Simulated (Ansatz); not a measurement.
This is a single-point calculation with the PAW code Ansatz on zincblende AlAs; the level of theory is r2SCAN. The cell was relaxed with r2SCAN and then strained (isotropic +4.0 % on every length), with the atoms relaxed again with r2SCAN; k points keep the names of the unstrained zone.

input.yaml:
```yaml
crystal:
  lattice:
    - [0.0, 2.9524816232, 2.9524816232]
    - [2.9524816232, 0.0, 2.9524816232]
    - [2.9524816232, 2.9524816232, 0.0]
  atoms:
    - { symbol: Al, position: [0.0, 0.0, 0.0] }
    - { symbol: As, position: [0.25, 0.25, 0.25] }
kpoints:
  mp_grid: { grid: [8, 8, 8] }
  band_path:
    path:
      - [0.0, 0.0, 0.0]
      - [-0.5, -0.5, 0.0]
      - [-0.375, -0.375, 0.25]
      - [-0.375, 0.0, 0.375]
      - [0.0, 0.0, 0.5]
      - [-0.5, -0.25, 0.25]
    npoints: 1
hamiltonian:
  xc: r2scan
scf:
  occupations: { method: fixed }
  n_extra_bands: 4
output:
  forces: true
  stress: true
  eigenvalues: true
  write_density: true
  write_potential: true
  elf: true
  volumetric_format: npy
```

Command: `ansatz run input.yaml --threads 2 --pin off --max-ram 20275MiB --backend cpu --events-out ev --progress --plain --runs-dir out`.

Problem. It took 2.2 s on 2 threads of AMD EPYC 7R13 Processor (Zen 3), with other jobs on the host, load about 3.2 per core. What peak of host memory did it reach?

Solution. About 0.68 GiB.

Output, abridged:
```
scf.n_extra_bands = 4 over 9 filled bands (N_el = 18.0): the run solves 13 bands
Functional definition: r2SCAN
Crystal: 2 atoms, lattice volume = 51.474 Å³
Basis set: ecut = 500 eV, 1291 PW (Γ)
Symmetry: 24 space group operations
Space group: F-43m (ITA 216)
k-points: 29 of 512 (time reversal used)
preconditioner: auto → none  [insulator: Δε(μ)=1.629 eV  ℏωp=14.6 eV]
Free energy (F): -5406.106122 eV
Fermi energy:    4.851656 eV
--- Stress (GPa, compression-positive) ---
       -6.941567       0.000000       0.000000
        0.000000      -6.941567       0.000000
        0.000000       0.000000      -6.941567
  P = ⅓ Tr σ = -6.9416 GPa (-69.416 kbar)
```

Levels at the listed points, from bands.tsv (eV from the Fermi energy, bands near the gap, counted from 0):
```tsv
# k_distance	band_4	band_5	band_6	band_7	band_8	band_9	band_10	band_11	band_12
# fermi_ev = 4.851656
# [0, 0, 0] at k_distance = 0.000000
# [-0.5, -0.5, 0] at k_distance = 1.064052
# [-0.375, -0.375, 0.25] at k_distance = 1.440251
# [-0.375, 0, 0.375] at k_distance = 2.091846
# [0, 0, 0.5] at k_distance = 2.743442
# [-0.5, -0.25, 0.25] at k_distance = 3.495840
# levels_relative_to = fermi_ev
0.000	-34.985	-11.645	0.000	0.000	0.000	1.661	4.479	4.479	4.479
1.064	-34.985	-9.978	-5.120	-1.970	-1.970	1.965	2.633	10.148	10.148
1.440	-34.985	-10.006	-4.905	-3.013	-1.632	2.646	5.118	8.195	8.224
2.092	-34.985	-10.006	-4.905	-3.013	-1.632	2.646	5.118	8.195	8.224
2.743	-34.985	-10.439	-5.166	-0.763	-0.763	2.145	4.990	4.990	8.068
3.496	-34.985	-9.956	-4.845	-2.807	-2.482	4.652	5.481	5.800	6.400
```
In order the rows are Γ, X, U, K, L, W.

Planar averages along the third cell vector, from rho_z.tsv and v_z.tsv (valence density with its augmentation; electrostatic potential energy of an electron, of which only differences have a meaning):
```csv
z (Å),ρ (e/Å³),v_es (eV)
0.00,0.190,1.75
0.26,0.286,0.61
0.52,0.527,0.64
0.78,0.964,1.91
1.04,1.219,3.48
1.30,0.924,4.29
1.57,0.462,4.57
1.83,0.221,5.36
2.22,0.118,7.65
2.48,0.092,8.32
2.74,0.079,8.15
3.00,0.075,7.29
3.26,0.080,5.80
3.52,0.092,4.31
3.78,0.117,3.35
4.04,0.161,2.41
```

r2SCAN gives a direct gap of 1.66 eV at Γ. The gap is the least over the mesh and the extra points. At this geometry r2SCAN finds -6.94 GPa, compression counted positive: its own equilibrium volume is smaller.

Calculated for a static, non-magnetic cell.

Spin-orbit coupling is left out.
